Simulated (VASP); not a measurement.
# SiC: molecular dynamics with a thermostat, by thermostat

SiC, P6_3mc (no. 186), 8 atoms in the cell. PBE, molecular dynamics; PAW potentials Si, C (PBE set).

| Thermostat | Mean temperature (K) | Rise of the mean potential energy above the start (meV/atom) | Electronic steps per ionic step after the first | Time (s) |
|---|---|---|---|---|
| none (NVE) | 433 | 41.3 | 4.0 | 470 |
| velocity scaling every step | 800 | 92.2 | 4.0 | 440 |
| Nose-Hoover, SMASS 5 | 812 | 86.1 | 4.0 | 614 |
| Nose-Hoover, SMASS 0 | 800 | 89.5 | 4.0 | 429 |
| Andersen, probability 0.5 | 602 | 182.9 | 5.0 | 565 |
| Andersen, probability 0.05 | 750 | 82.1 | 4.4 | 533 |
| Langevin, friction 50/ps | 814 | 77.8 | 4.9 | 574 |
| Langevin, friction 10/ps | 723 | 70.1 | 4.7 | 555 |
| Nose-Hoover chain of 3, period 20 steps | 778 | 81.0 | 4.0 | 588 |
| Nose-Hoover chain of 4, period 10 steps, NRESPA 2, NS 3 | 797 | 81.1 | 4.0 | 534 |
| CSVR, period 20 steps | 721 | 74.7 | 4.0 | 369 |

Limits: 400 fs of 8 atoms are too short for converged averages; the cell is only 3.1 Å across, so each atom moves in step with near copies of itself.

## Input of the first row

INCAR:
```
  GGA = PE
  PREC = Normal
  ENCUT = 400
  EDIFF = 1E-5
  NELMIN = 4
  NELM = 60
  ALGO = Normal
  LREAL = Auto
  LASPH = T
  ISMEAR = 0
  SIGMA = 0.05
  ISYM = 0
  LWAVE = F
  LCHARG = F
  IBRION = 0
  NSW = 400
  POTIM = 1.0
  TEBEG = 800
  TEEND = 800
  ISIF = 2
  RANDOM_SEED = 815435 0 0
  MDALGO = 1
  ANDERSEN_PROB = 0.0
  KPAR = 4
```

KPOINTS:
```
k-points
0
Gamma
  3 2 2
```

POSCAR:
```
SiC
1.0
    3.0760000000      0.0000000000      0.0000000000
    0.0000000000      5.3277882840      0.0000000000
    0.0000000000      0.0000000000      5.0480000000
Si C
4 4
Direct
    0.5000000000      0.1666666666      0.5000000000
    0.0000000001      0.6666666666      0.5000000000
    0.0000000000      0.3333333334      0.0000000000
    0.4999999999      0.8333333333      0.0000000000
    0.5000000000      0.1666666666      0.8850000000
    0.0000000001      0.6666666666      0.8850000000
    0.0000000000      0.3333333334      0.3850000000
    0.4999999999      0.8333333333      0.3850000000
```

Commands:
```
cat potpaw_PBE.64/Si/POTCAR potpaw_PBE.64/C/POTCAR > POTCAR
mpirun -np 4 vasp_std > vasp.out
```

Changes of the last row against the first:
```
- MDALGO = 1
- ANDERSEN_PROB = 0.0
+ MDALGO = 5
+ CSVR_PERIOD = 20
```

VASP 6.6.1 took 470 s on 4 cores (Intel Xeon Platinum 8488C (Sapphire Rapids)), a shared host.
